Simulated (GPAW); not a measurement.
# KMgF3 in GPAW: convergence with k mesh

The system is KMgF3.

```xyz
5
Lattice="3.9859 0.0000 0.0000 0.0000 3.9859 0.0000 0.0000 0.0000 3.9859" Properties=species:S:1:pos:R:3 pbc="T T T"
K     1.9929    1.9929    1.9929
Mg    0.0000    0.0000    0.0000
F     0.0000    0.0000    1.9929
F     0.0000    1.9929    0.0000
F     1.9929    0.0000    0.0000
```

- Program: GPAW 26.7.0
- Task: convergence study
- Functional: LDA
- Potentials or basis: the program's PAW data sets (release 1.2.1) made for this functional
- Cutoff: 800 eV
- Basis: pw
- k mesh: 2 × 2 × 2
- Occupations: fermi-dirac, width 0.05 eV
- Spin: no spin polarisation

These are the settings of the first run; the series varies k mesh, with any setting tied to it.

Hardware: 1 thread of Arm Neoverse V2, on a shared host.

Q: The values tried are 2 × 2 × 2, 3 × 3 × 3, 4 × 4 × 4, 5 × 5 × 5, 6 × 6 × 6, 7 × 7 × 7, 9 × 9 × 9, loosest first. From which on does the energy stay within 1 meV/atom of the tightest run that finished?

A: From 3 × 3 × 3 on.

```tsv
k mesh	energy less the tightest run, at zero smearing (meV/atom)	pressure (GPa)	gap on the mesh (eV)	SCF cycles	CPU time (s)	peak memory (GiB)
2 × 2 × 2	4.00	-5.72	6.958	9	8.1	0.18
3 × 3 × 3	0.27	-5.80	7.133	9	8.1	0.18
4 × 4 × 4	-0.11	-5.80	6.965	9	17	0.19
5 × 5 × 5	0.07	-5.80	7.030	9	16	0.19
6 × 6 × 6	-0.08	-5.80	6.965	9	31	0.21
7 × 7 × 7	-0.03	-5.80	6.999	9	31	0.21
9 × 9 × 9	0.00	-5.80	6.986	9	52	0.25
```

Against the tightest run, the pressure stays within 0.1 GPa from 2 × 2 × 2 on. Not settled before the last step: the gap on the mesh (to 0.01 eV). Meshes of other sizes hit other points, so gaps and Fermi surfaces needn't settle smoothly. The tightest run that finished is the yardstick and may itself not be fully converged.

Caveat, for the tightest run too: an odd mesh through Γ misses points on the zone boundary, where band edges often lie.
